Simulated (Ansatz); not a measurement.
HfO2:

```
CELL_PARAMETERS angstrom
5.08032 0.00000 0.00000
0.00000 5.16487 0.00000
0.00000 0.00000 4.89088
ATOMIC_POSITIONS crystal
Hf 0.22259 0.78180 0.27207
Hf 0.72259 0.71820 0.72793
Hf 0.77741 0.21820 0.27207
Hf 0.27741 0.28180 0.72793
O 0.18682 0.16365 0.10453
O 0.68682 0.33635 0.89547
O 0.81318 0.83635 0.10453
O 0.31318 0.66365 0.89547
O 0.00000 0.50000 0.48905
O 0.50000 0.00000 0.51095
O 0.00000 0.00000 0.57562
O 0.50000 0.50000 0.42438
```

The cell comes from a database or a generator and needn't be the stable form of this composition.

Base run:

| Property | Result |
| --- | --- |
| Program | Ansatz 0.2.0 |
| Functional | PBE |
| Potentials or basis | Ansatz PAW |
| Cutoff | 300 eV |
| Density cutoff | 1200 eV |
| k mesh | 5 × 5 × 6 |
| Occupations | fermi-dirac, width 0.05 eV |
| Spin | no spin polarisation |

Its results: band gap on the k mesh 3.85 eV, direct; pressure 8.7 GPa; largest force 0.320 eV/Å.

Problem. The run is repeated on the same cell with these changes: cutoff from 300 eV to 420 eV (not typed: the program's choice for these potentials); k mesh from 5 × 5 × 6 to 3 × 3 × 3. What comes out?

Solution. Band gap on the k mesh 4.07 eV, direct; pressure 9.9 GPa; largest force 0.184 eV/Å.

Caveats: some runs use coarse meshes; odd divisions of the mesh miss points on the zone boundary, where band edges often lie, so the gap on the mesh can be too wide; spin-orbit coupling is left out, which moves the levels of the heavy elements; the pressure holds a Pulay correction of +30.6 GPa for the finite cutoff (some runs); the cutoff lies under the one recommended for these potentials (some runs).

A k mesh can miss the band edges.
